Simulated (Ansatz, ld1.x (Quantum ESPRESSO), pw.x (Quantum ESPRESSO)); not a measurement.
## From atom to crystal: TM potential for niobium

ld1.x (Quantum ESPRESSO) 7.5 input, shortened:

```
&input
   title='Nb', zed=41., rel=1, dft='PBE', iswitch=3,
   config='[Kr] 4d4 5s1 5p0'
 /
 &inputp
   pseudotype=2, tm=.true., lloc=2,
   nlcc=.false.
 /
3
5S  1  0   1.00   0.00  2.60  2.60  0.0
5P  2  1   0.00   0.00  4.20  4.20  0.0
4D  3  2   4.00   0.00  2.40  2.40  0.0
 &test
   configts(1)='4d4 5s1 5p0'
 /
```

Atomic tests: cutoffs needed: 30 Ry and 35 Ry (the cutoffs (Ry, on a coarse ladder) from which the occupation-weighted sum of valence levels, in a spherical-Bessel basis at the reference potential, stays within 10 and 1 mRy of its value at 400 Ry); ghost test: ghost states, extra bound levels that the all-electron valence spectrum of the same l lacks: s at -49.0 eV, p at -10.1 eV; a true bound ghost makes a file unfit for plane-wave use (spherical-Bessel basis up to 400 Ry, 20 bohr box); largest excitation error: +135 meV (all-electron minus pseudo) for 4d2 5s0 5p0, out of 7 test configurations.

Crystal test: diamond Nb in pw.x 7.5, no spin, 8³ k-points, Fermi–Dirac smearing 0.01 Ry, cutoffs 45/180 Ry. The reference is all-electron LAPW (Ansatz 0.2.0) with the same functional, mesh and smearing; V0 and B0 come from Birch–Murnaghan fits to the pressures at five volumes. Errors are pseudo minus all-electron; Δ is the rms difference of the E(V) curves that follow from these fits, minima aligned, over ±6 % about the mean V0. Mesh and smearing are coarse, so the numbers serve the comparison and aren't converged zero-temperature values; the lattice is a test structure that the element need not adopt.

```json
{"V (Å³/atom)": "24.643", "P all-electron (GPa)": "3.74", "P pseudo (GPa)": "32.61"}
{"V (Å³/atom)": "25.291", "P all-electron (GPa)": "1.78", "P pseudo (GPa)": "31.16"}
{"V (Å³/atom)": "25.940", "P all-electron (GPa)": "0.06", "P pseudo (GPa)": "29.75"}
{"V (Å³/atom)": "26.588", "P all-electron (GPa)": "-1.47", "P pseudo (GPa)": "28.44"}
{"V (Å³/atom)": "27.237", "P all-electron (GPa)": "-2.80", "P pseudo (GPa)": "27.16"}
```

All-electron: a0 = 5.922 Å (V0 = 25.96 Å³/atom), B0 = 64.5 GPa.

Pseudopotential: mean pressure error (GPa): +29.56. The pressure does not cross zero within the volumes sampled, so no fit is given. The largest radius (4.20 bohr) exceeds half the bond length (2.42 bohr), so the spheres overlap, which is one possible source of error among others. This is a poor potential for the solid. Note: ghost states, extra bound levels that the all-electron valence spectrum of the same l lacks: s at -49.0 eV, p at -10.1 eV. A true bound ghost makes a file unfit for plane-wave use.

Problem. At the middle volume, how do free energy and pressure move when the wave cutoff is lowered (ecutrho kept at four times it)?

Solution.

```csv
cutoff (Ry),shift of F (meV/atom),shift of P (GPa)
20,+362.3,-10.61
27,+75.0,+0.42
36,+45.2,+0.17
```

The run at the middle volume (29 k-points, 10 iterations) took about 12 s on one core of a shared host (Neoverse-V1, 32 threads, 247 GiB, load 19).
